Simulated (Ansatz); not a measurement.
Runs of Ansatz 0.2.0 on FePt (Tetraferroplatinum). Symmetry: P4/mmm, No. 123, tetragonal system. The conventional cell has a = 2.724 Å, b = 2.724 Å, c = 3.720 Å, α = 90.00°, β = 90.00°, γ = 90.00°. Pt (site symmetry 4/mmm) is surrounded by 8 Fe at 2.68 Å and 4 Pt at 2.72 Å. Fe (site symmetry 4/mmm) is surrounded by 8 Pt at 2.68 Å and 4 Fe at 2.72 Å. 

| task | level | cell | cutoff (eV) | smearing | gap on the mesh (eV) | pressure (GPa) | moment (μB) |
| --- | --- | --- | --- | --- | --- | --- | --- |
| band structure | revPBE | as given | 282 | fermi-dirac 0.05 eV | - | 7.0 | 3.30 |
| single point | PBE | as given | 282 | gaussian 0.014 eV | none | (b) | 3.28 |
| relaxation of cell and atoms | revPBE | relaxed | - | fermi-dirac 0.05 eV | - | 0.0 | (a) |
| single point | PBE | as given | 282 | gaussian 0.026 eV | none | 3.3 | 3.28 |

Alike in all rows: potentials or basis all-electron LAPW, scalar-relativistic; spin collinear, ferromagnetic start; k mesh 10 × 10 × 7; basis error allowed 0.001 eV/atom.

Q: Fill in the values left out.

A: (a) 3.37; (b) 3.4.

A k mesh can miss the band edges, and the runs leave out spin-orbit coupling on Pt.

A gap of «none» marks a metal or a gap under the smearing width.

Not every run made on this cell is shown here.
